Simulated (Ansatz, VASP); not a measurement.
CuO in VASP and in Ansatz

```
CELL_PARAMETERS angstrom
4.21569 0.00000 0.00000
0.00000 4.21569 0.00000
0.00000 0.00000 3.93880
ATOMIC_POSITIONS crystal
Cu 0.50000 0.00000 0.50000
Cu 0.00000 0.50000 0.50000
Cu 0.00000 0.00000 0.00000
O 0.00000 0.00000 0.50000
O 0.50000 0.00000 0.00000
O 0.00000 0.50000 0.00000
```

Change from the starting cell: volume scaled by 1.04.

Alike in both runs: task single point; functional PBE; k mesh 7 × 7 × 7; occupations fermi-dirac, width 0.05 eV; no spin polarisation.

|  | VASP | Ansatz |
| --- | --- | --- |
| version | VASP 6.6.1 | Ansatz 0.2.0 |
| potentials or method | VASP PAW PBE potentials, release 64 (Cu, O) | Ansatz PAW |
| plane-wave cutoff (eV) | 520 | 420 |
| valence electrons in the cell | 51 | 75 |

|  | VASP | Ansatz | Ansatz less VASP |
| --- | --- | --- | --- |
| gap on the k mesh at the Fermi level (eV) | none | none | - |
| pressure (GPa) | -3.1 | -3.6 | -0.47 |
| largest component of the traceless stress (GPa) | 2.64 | 3.15 | +0.511 |

A gap of «none» marks a metal or a gap that the smearing closes. The two sets of potentials don't hold the same shells in valence.

Caveats: an odd number of electrons without spin polarisation forces a metal; a magnetic or distorted state may lie lower; the run has no spin polarisation, though such a crystal can be magnetic; semilocal functionals often make such compounds metallic where correlation or magnetic order opens a gap, which also shifts bond lengths; the pressure holds a Pulay correction of +0.6 GPa for the finite cutoff (Ansatz).
